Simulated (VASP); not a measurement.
Set up this calculation in VASP 6.6.1, as the native input.

| Quantity | Value |
| --- | --- |
| Task | single point |
| Functional | RPBE |
| Potentials or basis | VASP PAW PBE potentials, release 64 (Tc_pv) |
| Cutoff | 520 eV |
| k mesh | 9 × 9 × 9 |
| Occupations | fermi-dirac, width 0.1 eV |
| Spin | non-collinear spin, typed start |
| Starting moments | [[0.361, 0.18, 0.118]] μB |
| Dipole correction | no |
| Further INCAR settings | ALGO = Normal; EDIFF = 1e-06; NBANDS = 24 |

The structure of Tc lies in POSCAR:

```
Tc
1.0
    0.0000000000      1.9500000000      1.9500000000
    1.9500000000      0.0000000000      1.9500000000
    1.9500000000      1.9500000000      0.0000000000
Tc
1
Direct
    0.0000000000      0.0000000000      0.0000000000
```

This isn't the form of Tc at room conditions, which is hcp.

The input as run:

INCAR

```
SYSTEM = Tc
PREC     = Accurate       ! precision mode
ENCUT    = 520            ! plane-wave cutoff, eV
EDIFF    = 1E-6           ! SCF threshold, eV
ISMEAR   = -1             ! smearing method
SIGMA    = 0.1            ! smearing width, eV
LREAL    = .FALSE.        ! projectors in reciprocal space
LASPH    = .TRUE.         ! aspherical terms in the spheres
NELM     = 150            ! most SCF steps
ALGO     = Normal         ! electronic algorithm
ISIF     = 2              ! what is computed and relaxed
LWAVE    = .FALSE.        ! write WAVECAR
LCHARG   = .TRUE.         ! write CHGCAR
LNONCOLLINEAR= .TRUE.         ! non-collinear magnetism
MAGMOM   = 0.361 0.18 0.118 ! initial moments
LORBIT   = 11             ! projections on sites
LMAXMIX  = 4              ! l up to which the mixer works
GGA      = RP             ! functional
LVHAR    = .TRUE.       
NBANDS   = 24             ! bands
```

KPOINTS

```
regular mesh
0
G
  9 9 9
  0 0 0
```

Potentials or basis: VASP PAW PBE potentials, release 64 (Tc_pv).

The run is started by

```sh
$ cat potpaw_PBE.64/Tc_pv/POTCAR > POTCAR
$ mpirun -np 1 vasp_ncl > vasp.out
```

Results of the run:

```json
{
 "Pressure": "-3.3 GPa",
 "Band gap on the k mesh": "none (metal or under the smearing width)",
 "Net moment": "0.00 μB per cell",
 "Valence electrons inside the program's atomic spheres": "Tc 11.98"
}
```

Caveat: the PAW data sets were made with another functional, which shifts forces and pressure a little.

Wall time 2.8 min on 1 thread of Intel(R) Xeon(R) Platinum 8488C (Sapphire Rapids), with other jobs on the host, peak memory 0.33 GiB.
